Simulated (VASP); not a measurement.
# CuO (F-43m) in VASP: further runs, part 2 of 2

VASP 6.6.1.

## (5) Wannier functions by SCDM, PBE

Contents of POSCAR:

```
CuO
1.0
    0.0000000000      2.3272527300      2.3272527300
    2.3272527300      0.0000000000      2.3272527300
    2.3272527300      2.3272527300      0.0000000000
Cu O
1 1
Direct
    0.0000000000      0.0000000000      0.0000000000
    0.2500000000      0.2500000000      0.2500000000
```

Contents of INCAR.step1:

```
PREC = Accurate ; ENCUT = 520
EDIFF = 1E-6 ; ISMEAR = 0
SIGMA = 0.02 ; LREAL = F
LASPH = T ; NELM = 60
ALGO = Normal ; ISIF = 2
LWAVE = T ; LCHARG = T
GGA = PE
```

Contents of INCAR.step2:

```
PREC = Accurate ; ENCUT = 520
EDIFF = 1E-6 ; ISMEAR = 0
SIGMA = 0.02 ; LREAL = F
LASPH = T ; NELM = 60
ALGO = Normal ; ISIF = 2
LWAVE = F ; LCHARG = F
GGA = PE ; ISTART = 1
ICHARG = 11 ; ISYM = -1
NUM_WANN = 8 ; LSCDM = T
```

Contents of KPOINTS:

```
regular mesh
0
Gamma
  5 5 5
```

Contents of KPOINTS_OPT:

```
path GXWKGLUWLK,UX
12
line-mode
reciprocal
 0.0000000000  0.0000000000  0.0000000000  G
 0.5000000000  0.0000000000  0.5000000000  X

 0.5000000000  0.0000000000  0.5000000000  X
 0.5000000000  0.2500000000  0.7500000000  W

 0.5000000000  0.2500000000  0.7500000000  W
 0.3750000000  0.3750000000  0.7500000000  K

 0.3750000000  0.3750000000  0.7500000000  K
 0.0000000000  0.0000000000  0.0000000000  G

 0.0000000000  0.0000000000  0.0000000000  G
 0.5000000000  0.5000000000  0.5000000000  L

 0.5000000000  0.5000000000  0.5000000000  L
 0.6250000000  0.2500000000  0.6250000000  U

 0.6250000000  0.2500000000  0.6250000000  U
 0.5000000000  0.2500000000  0.7500000000  W

 0.5000000000  0.2500000000  0.7500000000  W
 0.5000000000  0.5000000000  0.5000000000  L

 0.5000000000  0.5000000000  0.5000000000  L
 0.3750000000  0.3750000000  0.7500000000  K

 0.6250000000  0.2500000000  0.6250000000  U
 0.5000000000  0.0000000000  0.5000000000  X
```

Contents of KPOINTS_WAN:

```
path GXWKGLUWLK,UX
12
line-mode
reciprocal
 0.0000000000  0.0000000000  0.0000000000  G
 0.5000000000  0.0000000000  0.5000000000  X

 0.5000000000  0.0000000000  0.5000000000  X
 0.5000000000  0.2500000000  0.7500000000  W

 0.5000000000  0.2500000000  0.7500000000  W
 0.3750000000  0.3750000000  0.7500000000  K

 0.3750000000  0.3750000000  0.7500000000  K
 0.0000000000  0.0000000000  0.0000000000  G

 0.0000000000  0.0000000000  0.0000000000  G
 0.5000000000  0.5000000000  0.5000000000  L

 0.5000000000  0.5000000000  0.5000000000  L
 0.6250000000  0.2500000000  0.6250000000  U

 0.6250000000  0.2500000000  0.6250000000  U
 0.5000000000  0.2500000000  0.7500000000  W

 0.5000000000  0.2500000000  0.7500000000  W
 0.5000000000  0.5000000000  0.5000000000  L

 0.5000000000  0.5000000000  0.5000000000  L
 0.3750000000  0.3750000000  0.7500000000  K

 0.6250000000  0.2500000000  0.6250000000  U
 0.5000000000  0.0000000000  0.5000000000  X
```

Potentials or basis: VASP PAW PBE potentials, release 64 (Cu, O).

Started as:

```
$ cat potpaw_PBE.64/Cu/POTCAR potpaw_PBE.64/O/POTCAR > POTCAR
$ cp INCAR.step1 INCAR
$ mpirun -np 1 vasp_std > vasp.out
$ cp INCAR.step2 INCAR
$ mpirun -np 1 vasp_std > vasp.out
```

OUTCAR:

```text
PREC = Accurate
   ENCUT = 520
   EDIFF = 1E-6
   ISMEAR = 0
   LREAL = F
   LASPH = T
   NELM = 60
   ISIF = 2
   GGA = PE
   ISTART = 1
   ICHARG = 11
   ISYM = -1

 ion  position               nearest neighbor table
   1  0.000  0.000  0.000-   2 2.02   2 2.02   2 2.02   2 2.02
   2  0.250  0.250  0.250-   1 2.02   1 2.02   1 2.02   1 2.02

IMPORTANT INFORMATION: All symmetrisations will be switched off!
NOSYMM: (Re-)initialisation of all symmetry stuff for point group C_1.
[... 511 lines left out ...]

------------------------ aborting loop because EDIFF is reached ----------------------------------------

  FORCE on cell =-STRESS in cart. coord.  units (eV):
  Direction    XX          YY          ZZ          XY          YZ          ZX
  --------------------------------------------------------------------------------------
  -------------------------------------------------------------------------------------
  Total       -1.5716398     -1.5716295     -1.5716565      0.0000047      0.0000313      0.0000376
  in kB      -99.8856151    -99.8849616    -99.8866795      0.0003018      0.0019878      0.0023903
  external PRESSURE =     -99.8857521 kB  Pullay stress =       0.0000000 kB

 VOLUME and BASIS-vectors are now :
 -----------------------------------------------------------------------------
  energy-cutoff  :      520.00
  volume of cell :       25.21
      direct lattice vectors                 reciprocal lattice vectors
     0.000000000  2.327252730  2.327252730    -0.214845596  0.214845596  0.214845596
     2.327252730  0.000000000  2.327252730     0.214845596 -0.214845596  0.214845596
     2.327252730  2.327252730  0.000000000     0.214845596  0.214845596 -0.214845596

 POSITION                                       TOTAL-FORCE (eV/Angst)
 -----------------------------------------------------------------------------------
      0.00000      0.00000      0.00000         0.000017     -0.000030     -0.000036
      1.16363      1.16363      1.16363        -0.000017      0.000030      0.000036
 -----------------------------------------------------------------------------------
    total drift:                                0.000140      0.000059     -0.000057

  FREE ENERGIE OF THE ION-ELECTRON SYSTEM (eV)
  ---------------------------------------------------
  free  energy   TOTEN  =        -9.5165632296 eV

  energy  without entropy=       -9.5160204215  energy(sigma->0) =       -9.51629183
```

OSZICAR.step1:

```text
N       E                     dE             d eps       ncg     rms          rms(c)
DAV:   1     0.111000615414E+03    0.11100E+03   -0.82890E+03   240   0.196E+03
DAV:   2    -0.133771514054E+01   -0.11234E+03   -0.10212E+03   240   0.326E+02
DAV:   3    -0.122864266613E+02   -0.10949E+02   -0.10396E+02   288   0.113E+02
DAV:   4    -0.125547297247E+02   -0.26830E+00   -0.26718E+00   260   0.195E+01
DAV:   5    -0.125602973891E+02   -0.55677E-02   -0.55670E-02   300   0.270E+00    0.118E+01
DAV:   6    -0.116052901845E+02    0.95501E+00   -0.31638E+01   304   0.151E+02    0.106E+01
DAV:   7    -0.948738798108E+01    0.21179E+01   -0.89614E+00   320   0.120E+02    0.163E+00
DAV:   8    -0.953453124868E+01   -0.47143E-01   -0.74507E-01   248   0.880E+00    0.105E+00
DAV:   9    -0.951871968865E+01    0.15812E-01   -0.11346E-01   408   0.862E+00    0.639E-01
DAV:  10    -0.951204768823E+01    0.66720E-02   -0.18933E-02   376   0.363E+00    0.293E-01
DAV:  11    -0.951181863677E+01    0.22905E-03   -0.68732E-03   348   0.948E-01    0.632E-02
DAV:  12    -0.951177489591E+01    0.43741E-04   -0.17798E-04   348   0.299E-01    0.453E-02
DAV:  13    -0.951177431621E+01    0.57971E-06   -0.30662E-04   368   0.318E-01    0.259E-02
DAV:  14    -0.951176614723E+01    0.81690E-05   -0.31595E-05   348   0.153E-01    0.121E-02
DAV:  15    -0.951176532613E+01    0.82111E-06   -0.86488E-06   268   0.314E-02
   1 F= -.95117653E+01 E0= -.95114878E+01  d E =-.555094E-03
```

It took 34 s on 1 thread of Intel Xeon Platinum 8259CL at 2.50GHz (Skylake/Cascade Lake), shared host; peak memory 0.19 GiB.

What came out:

* Band gap along the path: none (metal or under the smearing width)

Levels at the corners of the path, in eV from the Fermi level:
| point | band 7 | band 8 | band 9 | band 10 | band 11 | band 12 |
| --- | --- | --- | --- | --- | --- | --- |
| Γ | 0.84 | 0.84 | 0.84 | 1.02 | 13.98 | 13.98 |
| X | -1.15 | -0.89 | -0.89 | 5.91 | 9.34 | 11.49 |
| X | -1.15 | -0.89 | -0.89 | 5.91 | 9.34 | 11.49 |
| W | -1.40 | -1.25 | -0.42 | 7.60 | 9.24 | 10.94 |
| W | -1.40 | -1.25 | -0.42 | 7.60 | 9.24 | 10.94 |
| K | -1.39 | -0.86 | -0.49 | 7.15 | 8.90 | 10.46 |
| K | -1.39 | -0.86 | -0.49 | 7.15 | 8.90 | 10.46 |
| Γ | 0.84 | 0.84 | 0.84 | 1.02 | 13.98 | 13.98 |
| Γ | 0.84 | 0.84 | 0.84 | 1.02 | 13.98 | 13.98 |
| L | -1.53 | 0.12 | 0.12 | 5.96 | 7.75 | 13.64 |
| L | -1.53 | 0.12 | 0.12 | 5.96 | 7.75 | 13.64 |
| U | -1.39 | -0.86 | -0.49 | 7.15 | 8.90 | 10.46 |
| U | -1.39 | -0.86 | -0.49 | 7.15 | 8.90 | 10.46 |
| W | -1.40 | -1.25 | -0.42 | 7.60 | 9.24 | 10.94 |
| W | -1.40 | -1.25 | -0.42 | 7.60 | 9.24 | 10.94 |
| L | -1.53 | 0.12 | 0.12 | 5.96 | 7.75 | 13.64 |
| L | -1.53 | 0.12 | 0.12 | 5.96 | 7.75 | 13.64 |
| K | -1.39 | -0.86 | -0.49 | 7.15 | 8.90 | 10.46 |
| U | -1.39 | -0.86 | -0.49 | 7.15 | 8.90 | 10.46 |
| X | -1.15 | -0.89 | -0.89 | 5.91 | 9.34 | 11.49 |

Caveat: the k mesh is coarse (spacing up to 0.47 Å⁻¹), so the values aren't converged; an odd number of electrons without spin polarisation forces a metal; a magnetic or distorted state may lie lower; the run has no spin polarisation, though such a crystal can be magnetic; semilocal functionals often make such compounds metallic where correlation or magnetic order opens a gap, which also shifts bond lengths.
